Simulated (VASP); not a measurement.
ZrSe2: relaxation of cell and atoms with PBE

The system is ZrSe2, a slab with vacuum.

```
Se Zr
1.0
     3.79993    0.00000    0.00000
    -1.89997    3.29084    0.00000
     0.00000    0.00000   21.09600
Se Zr
2 1
Direct
  0.66667 0.33333 0.42495
  0.33333 0.66667 0.57505
  0.00000 0.00000 0.50000
```

```
Program                : VASP 6.6.1
Task                   : relaxation of cell and atoms
Functional             : PBE
Potentials or basis    : VASP PAW PBE potentials, release 64 (Se, Zr_sv)
Cutoff                 : 600 eV
k mesh                 : 9 × 9 × 1
Occupations            : gaussian, width 0.03 eV
Spin                   : no spin polarisation
Further INCAR settings : ALGO = Normal; EDIFF = 1e-07; IBRION = 2; EDIFFG = -0.005; NSW = 90; ISIF = 3
```

The band gap on the k mesh is 0.52 eV, indirect (least direct gap 1.12 eV).

Final structure:
```xyz
3
Lattice="3.7999 0.0000 0.0000 -1.9000 3.2908 0.0000 0.0000 0.0000 21.0960" Properties=species:S:1:pos:R:3 pbc="T T T"
Se    1.9000    1.0969    8.9647
Se    0.0000    2.1939   12.1313
Zr    0.0000    0.0000   10.5480
```

Levels at points of the mesh, in eV from the valence-band top:
| k point | band 8 | band 9 | band 10 | band 11 | band 12 | band 13 | band 14 | band 15 | band 16 |
| --- | --- | --- | --- | --- | --- | --- | --- | --- | --- |
| (0.00, 0.00, 0.00) | -2.48 | -2.48 | -1.11 | 0.00 | 0.00 | 1.12 | 1.12 | 1.71 | 4.50 |

Run time: 59 s on 1 thread of Intel(R) Xeon(R) 6975P-C (Granite Rapids), with other jobs on the host, peak memory 0.44 GiB.

Caveat: the relaxation stopped at its first step, so nothing moved. PBE gaps usually lie below the measured ones, often by a third to a half.
